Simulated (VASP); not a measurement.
Write the native input for VASP 6.6.1 that does the following.

- Task: single point
- Functional: PBE
- Potentials or basis: VASP PAW PBE potentials, release 64 (H, C, N)
- Cutoff: 520 eV
- k mesh: 2 × 2 × 2
- Occupations: gaussian, width 0.03 eV
- Spin: no spin polarisation
- Further INCAR settings: ALGO = Fast; EDIFF = 1e-06; NBANDS = 166

The structure of HC60N3 (a cell with a defect) lies in POSCAR:

```
HC60N3
1.0
    7.1400000000      0.0000000000      0.0000000000
    0.0000000000      7.1400000000      0.0000000000
    0.0000000000      0.0000000000      7.1400000000
H C N
1 60 3
Direct
    0.5056304000      0.5353407700      0.5204855900
    0.6319130000      0.6319130000      0.6319130000
    0.5014860000      0.7507060000      0.7507060000
    0.7507060000      0.5014860000      0.7507060000
    0.7507060000      0.7507060000      0.5014860000
    0.4950870000      0.2505090000      0.7494590000
    0.4950870000      0.7494590000      0.2505090000
    0.2505090000      0.4950870000      0.7494590000
    0.7494590000      0.4950870000      0.2505090000
    0.2505090000      0.7494590000      0.4950870000
    0.7494590000      0.2505090000      0.4950870000
    0.6235760000      0.3759650000      0.8734240000
    0.6235760000      0.8734240000      0.3759650000
    0.3759650000      0.6235760000      0.8734240000
    0.8734240000      0.6235760000      0.3759650000
    0.3759650000      0.8734240000      0.6235760000
    0.8734240000      0.3759650000      0.6235760000
    0.5050870000      0.2510410000      0.2510410000
    0.2510410000      0.5050870000      0.2510410000
    0.2510410000      0.2510410000      0.5050870000
    0.1273950000      0.6227350000      0.6227350000
    0.6227350000      0.1273950000      0.6227350000
    0.6227350000      0.6227350000      0.1273950000
    0.9999620000      0.4999560000      0.4999560000
    0.4999560000      0.9999620000      0.4999560000
    0.4999560000      0.4999560000      0.9999620000
    0.1278200000      0.3773090000      0.3773090000
    0.3773090000      0.1278200000      0.3773090000
    0.3773090000      0.3773090000      0.1278200000
    0.6239330000      0.8758650000      0.8758650000
    0.8758650000      0.6239330000      0.8758650000
    0.8758650000      0.8758650000      0.6239330000
    0.0011195000      0.7494200000      0.7494200000
    0.7494200000      0.0011195000      0.7494200000
    0.7494200000      0.7494200000      0.0011195000
    0.1237350000      0.3750450000      0.8761320000
    0.1237350000      0.8761320000      0.3750450000
    0.3750450000      0.1237350000      0.8761320000
    0.8761320000      0.1237350000      0.3750450000
    0.3750450000      0.8761320000      0.1237350000
    0.8761320000      0.3750450000      0.1237350000
    0.9987500000      0.2495250000      0.7493430000
    0.9987500000      0.7493430000      0.2495250000
    0.2495250000      0.9987500000      0.7493430000
    0.7493430000      0.9987500000      0.2495250000
    0.2495250000      0.7493430000      0.9987500000
    0.7493430000      0.2495250000      0.9987500000
    0.1237820000      0.1237820000      0.6246850000
    0.1237820000      0.6246850000      0.1237820000
    0.6246850000      0.1237820000      0.1237820000
    0.0017403000      0.2503660000      0.2503660000
    0.2503660000      0.0017403000      0.2503660000
    0.2503660000      0.2503660000      0.0017403000
    0.1249420000      0.8743930000      0.8743930000
    0.8743930000      0.1249420000      0.8743930000
    0.8743930000      0.8743930000      0.1249420000
    0.9999680000      0.9999680000      0.4998950000
    0.9999680000      0.4998950000      0.9999680000
    0.4998950000      0.9999680000      0.9999680000
    0.1254050000      0.1254050000      0.1254050000
    0.9997840000      0.9997840000      0.9997840000
    0.6351560000      0.3648080000      0.3648080000
    0.3648080000      0.6351560000      0.3648080000
    0.3648080000      0.3648080000      0.6351560000
```

The cell was built by a generator and needn't be a form met in nature.

One way to write it, as run:

INCAR

```
SYSTEM = HC60N3
PREC = Accurate
ENCUT = 520
EDIFF = 1E-6
ISMEAR = 0
SIGMA = 0.03
LREAL = .False.
LASPH = .True.
NELM = 80
ALGO = Fast
ISIF = 2
LWAVE = .False.
LCHARG = .True.
GGA = PE
LELF = .True.
LVHAR = .True.
NBANDS = 166
```

KPOINTS

```
Automatic mesh
0
Gamma
  2 2 2
  0 0 0
```

Potentials or basis: VASP PAW PBE potentials, release 64 (H, C, N).

Launch:

```bash
$ cat potpaw_PBE.64/H/POTCAR potpaw_PBE.64/C/POTCAR potpaw_PBE.64/N/POTCAR > POTCAR
$ mpirun -np 1 vasp_std > vasp.out
```

It gave:

```
Pressure               : 0.4 GPa
Largest force          : 4.091 eV/Å
Band gap on the k mesh : 3.32 eV, indirect (least direct gap 3.38 eV)
```

Caveat: the k mesh is coarse (spacing up to 0.44 Å⁻¹), so the values aren't converged.

Run time: 14 min on 1 thread of Intel(R) Xeon(R) Platinum 8559C (Emerald Rapids), with other jobs on the host, peak memory 0.6 GiB.
